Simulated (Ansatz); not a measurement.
# TaSi2: enthalpy against pressure

TaSi2, P6_422, a = 4.805 Å, c = 6.599 Å. The structure is a COD entry; whether it is the stable form wasn't checked. Ansatz: PBE, PAW, 420 eV, Γ-centred 9×9×6 mesh on 9 atoms, Gaussian smearing 0.10 eV; no spin polarisation. Cell and atoms are relaxed at each pressure, and no other structure is tried, so the rows at high pressure may lie past a change of phase. y is the enthalpy over the state at zero pressure; there V0 = 14.660 Å³/atom. The pressures are the targets, met within 0.02 GPa.

```
P (GPa) y (eV/atom)
   -2.0            ?
    0.0       0.0000
    2.0       0.1820
    5.0       0.4515
   10.0       0.8921
   20.0       1.7451
```

Question: Fit y = c1 P + c2 P² + c3 P³ to the other rows, say what c1 and c2 mean, and predict the missing value.

Answer: Least squares on the rows shown. y = 0.091471 P − 0.00024138 P² + 1.5304×10⁻⁶ P³. Since dH/dP = V, c1 is V0: 0.091471 eV/GPa × 160.2 = 14.654 Å³ against 14.660; c2 = −V0/(2B0) gives B0 = 189 GPa, where a Birch–Murnaghan fit to the volumes of the same runs (not shown) gives 182 GPa. At P = -2.0 the fit asked for gives -0.1839 eV/atom. The run gave -0.1840 eV/atom, so the fit is 0.0001 eV/atom too high, a small miss on the scale of the series.

Spin–orbit coupling is left out, which can shift energies with elements as heavy as these.